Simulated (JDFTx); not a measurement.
Pb under changes of volume

One of the cells (30.323 Å³/atom); the others are scaled copies at fixed shape and fractional positions:

```
Pb
1.0
     0.00000    2.47502    2.47502
     2.47502    0.00000    2.47502
     2.47502    2.47502    0.00000
Pb
1
Direct
  0.00000 0.00000 0.00000
```

* Program: JDFTx 1.7.0 (patched build)
* Functional: PBEsol
* Potentials or basis: PseudoDojo-SR-PBEsol-0.4.1-standard
* Cutoff: 762 eV
* Density cutoff: 3048 eV
* k mesh: 9 × 9 × 9
* Occupations: fermi-dirac, width 0.05 eV
* Spin: no spin polarisation

```csv
volume (Å³/atom),energy over the lowest point (meV/atom),pressure (GPa)
28.503,11.75,2.8
29.110,3.59,1.5
29.716,0.00,0.4
30.323,0.46,-0.6
30.929,4.45,-1.5
31.535,11.45,-2.2
32.142,?,?
```

Q: What does the run at 32.142 Å³/atom give?

A: Energy over the lowest point 21.06 meV/atom; pressure -2.9 GPa.

Worked out: A Birch-Murnaghan fit of order 3 (a polynomial in V^(-2/3)) to the other rows has its minimum at 29.94 Å³/atom with B0 = V·E''(V) = 50 GPa and B' = 5.7. It gives 21.16 meV/atom at 32.142 Å³/atom, against the run's 21.06, and -dE/dV = -2.9 GPa, against -2.9.

Energies are extrapolated to zero smearing.
